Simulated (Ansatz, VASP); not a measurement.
# SiGe: VASP beside Ansatz

```
Si Ge
1.0
     3.76344    0.00000    0.00000
    -1.88172    3.25924    0.00000
     0.00000    0.00000    6.21949
Si Ge
2 2
Direct
  0.66667 0.33333 0.87450
  0.33333 0.66667 0.37450
  0.66667 0.33333 0.47704
  0.33333 0.66667 0.97704
```

Alike in both runs: task single point; functional LDA; k mesh 12 × 12 × 6; occupations gaussian, width 0.03 eV; no spin polarisation.

|  | VASP | Ansatz |
| --- | --- | --- |
| version | VASP 6.6.1 | Ansatz 0.2.0 |
| potentials or method | VASP PAW LDA potentials, release 64 (Si, Ge_d) | scalar-relativistic, plane waves, PAW |
| plane-wave cutoff (eV) | 520 | 420 |
| valence electrons in the cell | 36 | 36 |

|  | VASP | Ansatz | Ansatz less VASP |
| --- | --- | --- | --- |
| gap on the k mesh at the Fermi level (eV) | none | none | - |
| pressure (GPa) | 9.6 | 9.5 | -0.12 |
| largest component of the traceless stress (GPa) | 7.70 | 7.66 | -0.040 |
| rms of the force components (eV/Å) | 0.956 | 0.954 | -0.0020 |

Atom by atom the forces differ by 0.002 eV/Å (rms over components). A gap of «none» marks a metal or a gap that the smearing closes. Ansatz warned: «pseudo_functional_mismatch».

Caveats: forces of over 1 eV/Å show positions far from the minimum, so gaps and moduli don't describe the material at rest.
